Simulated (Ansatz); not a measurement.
# HgTe (Coloradoite) in Ansatz: the effect of functional

Crystal: HgTe (Coloradoite).

```
Hg Te
1.0
     0.00000    3.14888    3.14888
     3.14888    0.00000    3.14888
     3.14888    3.14888    0.00000
Hg Te
1 1
Direct
  0.00000 0.00000 0.00000
  0.75000 0.75000 0.75000
```

The cell isn't the ideal one: volume scaled by 0.94.

Alike in all runs:

| Quantity | Value |
| --- | --- |
| Program | Ansatz 0.2.0 |
| Task | single point |
| Potentials or basis | Ansatz PAW |
| k mesh | 7 × 7 × 7 |
| Occupations | fermi-dirac, width 0.05 eV |
| Spin | no spin polarisation |

```tsv
functional	cutoff	pressure (GPa)
LDA	420 eV (not typed: the program's choice for these potentials)	3.6
r2SCAN	500 eV (not typed: the program's choice for these potentials)	?
PBE	420 eV (not typed: the program's choice for these potentials)	8.6
```

Problem. What does the run with functional r2SCAN give?

Solution. Pressure 7.2 GPa.

Caveats: the PAW data sets come from PBE, with cores solved anew for the run's functional, which leaves a small shift of forces and pressure (some runs).
